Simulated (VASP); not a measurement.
# TePb (scan) (Fm-3m) in VASP: further runs, part 2 of 2

VASP 6.6.1.

**3. Relaxation of cell and atoms, r2SCAN**

This run uses another cell than the first one, of 33.73 Å³/atom, 0.967 times its volume.

POSCAR

```
TePb
1.0
    0.0000000000      3.2310000000      3.2310000000
    3.2310000000      0.0000000000      3.2310000000
    3.2310000000      3.2310000000      0.0000000000
Te Pb
1 1
Direct
    0.5000000000      0.5000000000      0.5000000000
    0.0000000000      0.0000000000      0.0000000000
```

INCAR.step1

```
PREC = Accurate
ENCUT = 600
ISMEAR = 0
SIGMA = 0.02
LREAL = F
LASPH = T
NELM = 100
GGA = PE
ALGO = Normal
EDIFF = 1E-4
LWAVE = T
LCHARG = F
```

INCAR.step2

```
PREC = Accurate
ENCUT = 600
EDIFF = 1E-6
ISMEAR = 0
SIGMA = 0.02
LREAL = F
LASPH = T
NELM = 100
ALGO = Normal
ISIF = 3
LWAVE = F
LCHARG = F
METAGGA = R2SCAN
LMIXTAU = T
IBRION = 2
NSW = 100
EDIFFG = -0.002
ISTART = 1
```

KPOINTS

```
regular mesh
0
Gamma
  8 8 8
```

Potentials or basis: VASP PAW PBE potentials, release 64 (Te, Pb_d).

The run is started by

```console
> cat potpaw_PBE.64/Te/POTCAR potpaw_PBE.64/Pb_d/POTCAR > POTCAR
> cp INCAR.step1 INCAR
> mpirun -np 1 vasp_std > vasp.out
> cp INCAR.step2 INCAR
> mpirun -np 1 vasp_std > vasp.out
```

OUTCAR:

```text
PREC = Accurate
   ENCUT = 600
   EDIFF = 1E-6
   ISMEAR = 0
   LREAL = F
   LASPH = T
   NELM = 100
   ISIF = 3
   METAGGA = R2SCAN
   IBRION = 2
   NSW = 100
   EDIFFG = -0.002
   ISTART = 1

 ion  position               nearest neighbor table
   1  0.500  0.500  0.500-   2 3.23   2 3.23   2 3.23   2 3.23   2 3.23   2 3.23
   2  0.000  0.000  0.000-   1 3.23   1 3.23   1 3.23   1 3.23   1 3.23   1 3.23

  LATTYP: Found a face centered cubic cell.
 ALAT       =     6.4620000000

  Lattice vectors:

 A1 = (   0.0000000000,   3.2310000000,   3.2310000000)
 A2 = (   3.2310000000,   0.0000000000,   3.2310000000)
 A3 = (   3.2310000000,   3.2310000000,   0.0000000000)

Analysis of symmetry for initial positions (statically):
=====================================================================
 Subroutine PRICEL returns:
 Original cell was already a primitive cell.

 Routine SETGRP: Setting up the symmetry group for a
 face centered cubic supercell.

 Subroutine GETGRP returns: Found 48 space group operations
 (whereof 48 operations were pure point group operations)
 out of a pool of 48 trial point group operations.

The static configuration has the point symmetry O_h .

Analysis of symmetry for dynamics (positions and initial velocities):
=====================================================================
 Subroutine PRICEL returns:
 Original cell was already a primitive cell.

 Routine SETGRP: Setting up the symmetry group for a
 face centered cubic supercell.

 Subroutine GETGRP returns: Found 48 space group operations
 (whereof 48 operations were pure point group operations)
 out of a pool of 48 trial point group operations.

The dynamic configuration has the point symmetry O_h .

 Subroutine INISYM returns: Found 48 space group operations
 (whereof 48 operations are pure point group operations),
 and found     1 'primitive' translations

----------------------------------------------------------------------------------------

                                     Primitive cell

  volume of cell :      67.4592

  direct lattice vectors                    reciprocal lattice vectors
     0.000000000  3.231000000  3.231000000    -0.154750851  0.154750851  0.154750851
     3.231000000  0.000000000  3.231000000     0.154750851 -0.154750851  0.154750851
     3.231000000  3.231000000  0.000000000     0.154750851  0.154750851 -0.154750851

  length of vectors
     4.569324020  4.569324020  4.569324020     0.268036337  0.268036337  0.268036337

  position of ions in fractional coordinates (direct lattice)
     0.500000000  0.500000000  0.500000000
     0.000000000  0.000000000  0.000000000

  ion indices of the primitive-cell ions
   primitive index   ion index
                 1           1
                 2           2

----------------------------------------------------------------------------------------

 KPOINTS: regular mesh

Automatic generation of k-mesh.
 Grid dimensions read from file:
 generate k-points for:    8    8    8

 Generating k-lattice:

  Cartesian coordinates                     Fractional coordinates (reciprocal lattice)
    -0.019343856  0.019343856  0.019343856     0.125000000  0.000000000  0.000000000
     0.019343856 -0.019343856  0.019343856     0.000000000  0.125000000  0.000000000
[... 56 lines left out ...]
   ENCUT  =  600.0 eV  44.10 Ry    6.64 a.u.   9.13  9.13  9.13*2*pi/ulx,y,z
   NELM   =    100;   NELMIN=  2; NELMDL=  0     # of ELM steps
   EDIFF  = 0.1E-05   stopping-criterion for ELM
   LREAL  =      F    real-space projection
   EDIFFG = -.2E-02   stopping-criterion for IOM
   NSW    =    100    number of steps for IOM
   IBRION =      2    ionic relax: 0-MD 1-quasi-New 2-CG
   NFREE  =      1    steps in history (QN), initial steepest desc. (CG)
   ISIF   =      3    stress and relaxation
   ISYM   =      2    0-nonsym 1-usesym 2-fastsym
   POTIM  = 0.5000    time-step for ionic-motion
   TEBEG  =    0.0;   TEEND  =   0.0 temperature during run
   PSTRESS=    0.0 pullay stress
   NELECT =      20.0000    total number of electrons
   NUPDOWN=      -1.0000    fix difference up-down
   EMIN   =  10.00;   EMAX   =-10.00  energy-range for DOS
   EFERMI =   0.00;   METHOD = LEGACY
   ISMEAR =     0;   SIGMA  =   0.02  broadening in eV -4-tet -1-fermi 0-gaus
   EFERMI_NEDOS =   21; number of points for ismear=-14 and -15
   IALGO  =     38    algorithm
   IMIX   =      4    mixing-type and parameters
     AMIX     =   0.40;   BMIX     =  1.00
     AMIX_MAG =   1.60;   BMIX_MAG =  1.00
  volume/ion in A,a.u.               =      33.73       227.62
  Fermi-wavevector in a.u.,A,eV,Ry     =   1.091619  2.062861 16.213147  1.191633
  Thomas-Fermi vector in A             =   2.227868
   LORBIT       =      0    0 simple, 1 ext, 2 COOP (PROOUT), +10 PAW based schemes
   METAGGA = R2SCAN    functional components
   LHFCALC =     F    Hartree Fock is set to
   AEXX    =    0.0000 exact exchange contribution
   IVDW    =     0    specifies the selected vdW correction
   LEPSILON=     F    determine dielectric tensor
   LRPA    =     F    only Hartree local field effects (RPA)
 conjugate gradient relaxation of ions
 non-spin polarized calculation
 Gauss-broadening in eV      SIGMA  =   0.02
  energy-cutoff  :      600.00
  volume of cell :       67.46
 maximum number of plane-waves:      2272
 NGX is ok and might be reduce to    40
   NGX = 19   NGY = 19   NGZ = 19

--------------------------------------- Ionic step        1  -------------------------------------------

 number of electron      19.9999998 magnetization

 Free energy of the ion-electron system (eV)
  ---------------------------------------------------
  ext. energy  EPLUGINS =         0.00000000
  ---------------------------------------------------
  free energy    TOTEN  =       -82.69550168 eV

  energy without entropy =      -82.69550168  energy(sigma->0) =      -82.69550168

------------------------ aborting loop because EDIFF is reached ----------------------------------------

  FORCE on cell =-STRESS in cart. coord.  units (eV):
  Direction    XX          YY          ZZ          XY          YZ          ZX
  --------------------------------------------------------------------------------------
  -------------------------------------------------------------------------------------
  Total        0.6521049      0.6521049      0.6521049     -0.0000000     -0.0000000      0.0000000
  in kB       15.4877091     15.4877091     15.4877091     -0.0000000     -0.0000000      0.0000000
  external PRESSURE =      15.4877091 kB  Pullay stress =       0.0000000 kB
[... 59 lines left out ...]
--------------------------------------- Ionic step        3  -------------------------------------------

 number of electron      20.0000001 magnetization

 Free energy of the ion-electron system (eV)
  ---------------------------------------------------
  ext. energy  EPLUGINS =         0.00000000
  ---------------------------------------------------
  free energy    TOTEN  =       -82.70638790 eV

  energy without entropy =      -82.70638790  energy(sigma->0) =      -82.70638790

 E-fermi :   5.1852     XC(G=0):  -9.6532

 val. band max:        5.0688698066   @ k =   0.5000   0.0000   0.0000
 cond. band min:       6.1625574272   @ k =   0.5000   0.0000   0.0000
 fundamental gap:      1.0936876206
 Fermi energy:         5.1851807862

 k-point     1 :       0.0000    0.0000    0.0000
  band No.  band energies     occupation
      1     -12.2463      2.00000
      2     -12.2463      2.00000
      3     -12.2371      2.00000
      4     -12.2371      2.00000
      5     -12.2371      2.00000
      6      -7.1527      2.00000
      7      -0.6495      2.00000
      8       3.7159      2.00000
      9       3.7159      2.00000
     10       3.7159      2.00000
     11       9.3870      0.00000
     12       9.3870      0.00000
     13       9.3870      0.00000
     14      11.3363      0.00000
[... 377 lines left out ...]
      1     -12.2734      2.00000
      2     -12.2539      2.00000
      3     -12.2316      2.00000
      4     -12.2268      2.00000
      5     -12.2198      2.00000
      6      -5.5449      2.00000
      7      -3.3803      2.00000
      8       2.3656      2.00000
      9       2.5664      2.00000
     10       4.5961      2.00000
     11       6.6805      0.00000
     12       8.8790      0.00000
     13       9.2883      0.00000
     14      12.3481      0.00000

 [... further k-points ...]

------------------------ aborting loop because EDIFF is reached ----------------------------------------

  FORCE on cell =-STRESS in cart. coord.  units (eV):
  Direction    XX          YY          ZZ          XY          YZ          ZX
  --------------------------------------------------------------------------------------
  -------------------------------------------------------------------------------------
  Total        0.0029332      0.0029332      0.0029332      0.0000000      0.0000000     -0.0000000
  in kB        0.0673461      0.0673461      0.0673461      0.0000000      0.0000000     -0.0000000
  external PRESSURE =       0.0673461 kB  Pullay stress =       0.0000000 kB
[... 17 lines left out ...]
  FREE ENERGIE OF THE ION-ELECTRON SYSTEM (eV)
  ---------------------------------------------------
  free  energy   TOTEN  =       -82.7063879008 eV

  energy  without entropy=      -82.7063879008  energy(sigma->0) =      -82.70638790

 reached required accuracy - stopping structural energy minimisation
```

OSZICAR.step1:

```text
N       E                     dE             d eps       ncg     rms          rms(c)
DAV:   1     0.155658963631E+03    0.15566E+03   -0.99665E+03   818   0.152E+03
DAV:   2     0.388595882333E+01   -0.15177E+03   -0.14867E+03   860   0.351E+02
DAV:   3    -0.732261345268E+01   -0.11209E+02   -0.10964E+02  1088   0.998E+01
DAV:   4    -0.761372412794E+01   -0.29111E+00   -0.29103E+00   956   0.187E+01
DAV:   5    -0.762274141649E+01   -0.90173E-02   -0.90172E-02  1138   0.290E+00    0.333E+00
DAV:   6    -0.750278658297E+01    0.11995E+00   -0.28565E-01  1122   0.440E+00    0.207E+00
DAV:   7    -0.749946026708E+01    0.33263E-02   -0.86683E-02  1026   0.168E+00    0.918E-01
DAV:   8    -0.750128473194E+01   -0.18245E-02   -0.97572E-03   920   0.119E+00    0.140E-01
DAV:   9    -0.750122738033E+01    0.57352E-04   -0.10639E-03  1068   0.409E-01    0.553E-02
DAV:  10    -0.750126810008E+01   -0.40720E-04   -0.12587E-04   632   0.957E-02
   1 F= -.75012681E+01 E0= -.75012681E+01  d E =-.285647E-28
```

Wall time 2.9 min (1 thread of Intel Xeon 6975P-C (Granite Rapids), shared host); peak memory 0.28 GiB.

What came out:

```
Free energy                            : -82.7064 eV
Relaxed volume                         : 34.89 Å³/atom
Relaxed cell                           : a = 4.621 Å, b = 4.621 Å, c = 4.621 Å, α = 60.00°, β = 60.00°, γ = 60.00°
Space group after relaxing (to 0.05 Å) : Fm-3m (No. 225)
Energy gained by relaxing              : 5.4 meV/atom
Ionic steps                            : 3
Pressure after relaxing                : 0.0 GPa
Band gap on the k mesh                 : 1.09 eV, direct
```

The path:
```tsv
step	energy change (eV)	largest force (eV/Å)	pressure (GPa)	volume (Å³)
1	0.0000	0.0000	1.55	67.46
2	-0.0094	0.0000	-0.53	70.69
3	-0.0109	0.0000	0.01	69.78
```

Final structure:
```cif
data_structure
_symmetry_space_group_name_H-M 'P 1'
_symmetry_Int_Tables_number 1
_cell_length_a 4.6211
_cell_length_b 4.6211
_cell_length_c 4.6211
_cell_angle_alpha 60.000
_cell_angle_beta 60.000
_cell_angle_gamma 60.000
_cell_volume 69.78
loop_
_atom_site_label
_atom_site_type_symbol
_atom_site_fract_x
_atom_site_fract_y
_atom_site_fract_z
_atom_site_occupancy
Te1 Te 0.50000 0.50000 0.50000 1
Pb1 Pb 0.00000 0.00000 0.00000 1
```

Caveat: the PAW data sets were made with another functional, which shifts forces and pressure a little; spin-orbit coupling is left out, which as a rule narrows the gap of such compounds by several tenths of an eV. Zero-point motion and thermal expansion aren't in these numbers.

**4. Single point, r2SCAN**

This run uses another cell than the first one, of 33.73 Å³/atom, 0.967 times its volume.

POSCAR is that of step 3.

INCAR.step1

```
PREC = Accurate ; ENCUT = 520
ISMEAR = 0 ; SIGMA = 0.1
LREAL = F ; LASPH = T
NELM = 100 ; NBANDS = 17
GGA = PE ; ALGO = Normal
EDIFF = 1E-4 ; LWAVE = T
LCHARG = F
```

INCAR.step2

```
PREC = Accurate ; ENCUT = 520
EDIFF = 1E-6 ; ISMEAR = 0
SIGMA = 0.1 ; LREAL = F
LASPH = T ; NELM = 100
ALGO = Normal ; ISIF = 2
LWAVE = F ; LCHARG = F
METAGGA = R2SCAN ; LMIXTAU = T
NBANDS = 17 ; ISTART = 1
```

KPOINTS

```
Automatic mesh
0
Gamma
  6 6 6
```

Potentials or basis: VASP PAW PBE potentials, release 64 (Te, Pb_d).

The run is started by

```console
> cat potpaw_PBE.64/Te/POTCAR potpaw_PBE.64/Pb_d/POTCAR > POTCAR
> cp INCAR.step1 INCAR
> mpirun -np 1 vasp_std > vasp.out
> cp INCAR.step2 INCAR
> mpirun -np 1 vasp_std > vasp.out
```

OUTCAR:

```text
PREC = Accurate
   ENCUT = 520
   EDIFF = 1E-6
   ISMEAR = 0
   LREAL = F
   LASPH = T
   NELM = 100
   ISIF = 2
   METAGGA = R2SCAN
   ISTART = 1

 ion  position               nearest neighbor table
   1  0.500  0.500  0.500-   2 3.23   2 3.23   2 3.23   2 3.23   2 3.23   2 3.23
   2  0.000  0.000  0.000-   1 3.23   1 3.23   1 3.23   1 3.23   1 3.23   1 3.23

  LATTYP: Found a face centered cubic cell.
 ALAT       =     6.4620000000

  Lattice vectors:
[... 497 lines left out ...]
     17      17.5982      0.00000

------------------------ aborting loop because EDIFF is reached ----------------------------------------

  FORCE on cell =-STRESS in cart. coord.  units (eV):
  Direction    XX          YY          ZZ          XY          YZ          ZX
  --------------------------------------------------------------------------------------
  -------------------------------------------------------------------------------------
  Total        0.6499641      0.6499641      0.6499641      0.0000000      0.0000000      0.0000000
  in kB       15.4368649     15.4368649     15.4368649      0.0000000      0.0000000      0.0000000
  external PRESSURE =      15.4368649 kB  Pullay stress =       0.0000000 kB

 VOLUME and BASIS-vectors are now :
 -----------------------------------------------------------------------------
  energy-cutoff  :      520.00
  volume of cell :       67.46
      direct lattice vectors                 reciprocal lattice vectors
     0.000000000  3.231000000  3.231000000    -0.154750851  0.154750851  0.154750851
     3.231000000  0.000000000  3.231000000     0.154750851 -0.154750851  0.154750851
     3.231000000  3.231000000  0.000000000     0.154750851  0.154750851 -0.154750851

 POSITION                                       TOTAL-FORCE (eV/Angst)
 -----------------------------------------------------------------------------------
      3.23100      3.23100      3.23100        -0.000000      0.000000     -0.000000
      0.00000      0.00000      0.00000         0.000000     -0.000000      0.000000
 -----------------------------------------------------------------------------------
    total drift:                               -0.000000      0.000000      0.000000

  FREE ENERGIE OF THE ION-ELECTRON SYSTEM (eV)
  ---------------------------------------------------
  free  energy   TOTEN  =       -82.6950043681 eV

  energy  without entropy=      -82.6950043681  energy(sigma->0) =      -82.69500437
```

OUTCAR.step1:

```text
PREC = Accurate
   ENCUT = 520
   ISMEAR = 0
   LREAL = F
   LASPH = T
[... 531 lines left out ...]
 -----------------------------------------------------------------------------------
      3.23100      3.23100      3.23100        -0.000000      0.000000     -0.000000
      0.00000      0.00000      0.00000         0.000000     -0.000000      0.000000
 -----------------------------------------------------------------------------------
    total drift:                               -0.000000      0.000000      0.000000

  FREE ENERGIE OF THE ION-ELECTRON SYSTEM (eV)
  ---------------------------------------------------
  free  energy   TOTEN  =        -7.5020840073 eV

  energy  without entropy=       -7.5020840044  energy(sigma->0) =       -7.50208401
```

It took 33 s on 1 thread of Intel Xeon 6975P-C (Granite Rapids), shared host; peak memory 0.21 GiB.

What came out:

```yaml
Free_energy: -82.6950 eV
Pressure: 1.5 GPa
Band_gap_on_the_k_mesh: 1.02 eV, direct
```

Caveat: the PAW data sets were made with another functional, which shifts forces and pressure a little; spin-orbit coupling is left out, which as a rule narrows the gap of such compounds by several tenths of an eV.

**5. Overview**

```tsv
task	cell	k mesh	cutoff (eV)	smearing	gap on the mesh (eV)	pressure (GPa)
single point	Fm-3m, 34.88 Å³/atom	8 × 8 × 8	520	gaussian 0.02 eV	1.09	0.0
relaxation of cell and atoms	relaxed	8 × 8 × 8	600	gaussian 0.02 eV	1.09	0.0
single point	Fm-3m, 33.73 Å³/atom	6 × 6 × 6	520	gaussian 0.1 eV	1.02	1.5
```

Alike in all rows: level r2SCAN; potentials or basis VASP PAW PBE potentials, release 64 (Te, Pb_d); no spin polarisation.

Caveats: the PAW data sets were made with another functional, which shifts forces and pressure a little; spin-orbit coupling is left out, which as a rule narrows the gap of such compounds by several tenths of an eV.

Total energies depend on the potentials used, so only differences within one code and one set of settings carry meaning.

**6. Comparison with measurements**

Step 2. Against the measured gap of TePb, 0.19 eV (direct; 4.2 K; a printed reference work, monograph), the calculated 1.09 eV is off by +0.90 eV. Spin-orbit coupling on Pb, Te is left out. The value is that of r2SCAN on a finite k mesh, which can miss the band edges, without temperature or zero-point motion.

Step 4. A measured gap of TePb is 0.19 eV (direct; 4.2 K; a printed reference work, monograph); the calculated 1.02 eV misses it by +0.83 eV. Spin-orbit coupling on Pb, Te is left out. The value is that of r2SCAN on a finite k mesh, which can miss the band edges, without temperature or zero-point motion.
